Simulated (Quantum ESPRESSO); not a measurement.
The system is GaN.

```xyz
2
Lattice="0.0000 2.2535 2.2535 2.2535 0.0000 2.2535 2.2535 2.2535 0.0000" Properties=species:S:1:pos:R:3 pbc="T T T"
Ga    0.0000    0.0000    0.0000
N     1.1268    1.1268    1.1268
```

The cell is a database's computed one.

- Program: Quantum ESPRESSO 7.5
- Task: phonons
- Functional: PBE
- Potentials or basis: GBRV 1.5 PBE
- Cutoff: 612 eV
- Density cutoff: 4898 eV
- k mesh: 8 × 8 × 8, shifted
- Occupations: fermi-dirac, width 0.05 eV
- Spin: no spin polarisation
- Target pressure: 40 GPa
- Mixing beta: 0.5
- Most SCF iterations: 120
- SCF threshold: 4e-10 Ry

The cell and the atoms were relaxed first at 40 GPa, to 10.00 Å³/atom (a = 3.047 Å, b = 3.047 Å, c = 3.047 Å, α = 60.00°, β = 60.00°, γ = 60.00°), and the response was taken there.

The first run showed a gap, so the response started from a second, tighter run with fixed occupations.

**Question.** Where do the zone-centre optical modes lie?

**Answer.** T2 at 654 cm⁻¹ (IR and Raman). Polar modes are given without the macroscopic field (transverse values).

Optical modes at Γ, degenerate ones joined, polar ones without the macroscopic field:
```csv
cm⁻¹,components,symmetry,active in,"IR intensity, summed ((D/Å)²/amu)"
654,3,T2,IR and Raman,40.46
```

Zone-centre frequencies without and with the macroscopic field along z (cm⁻¹):
|  | optical modes in rising order |
| --- | --- |
| without | 654 654 654 |
| with the field | 654 654 836 |

Born effective charge tensors (e):
atom 1, Ga
```
2.62 0.00 0.00
0.00 2.62 0.00
0.00 0.00 2.62
```
atom 2, N
```
-2.61  0.00  0.00
 0.00 -2.61  0.00
 0.00  0.00 -2.61
```

Caveat: the cell is more than 3 GPa from zero pressure, which shifts response properties.
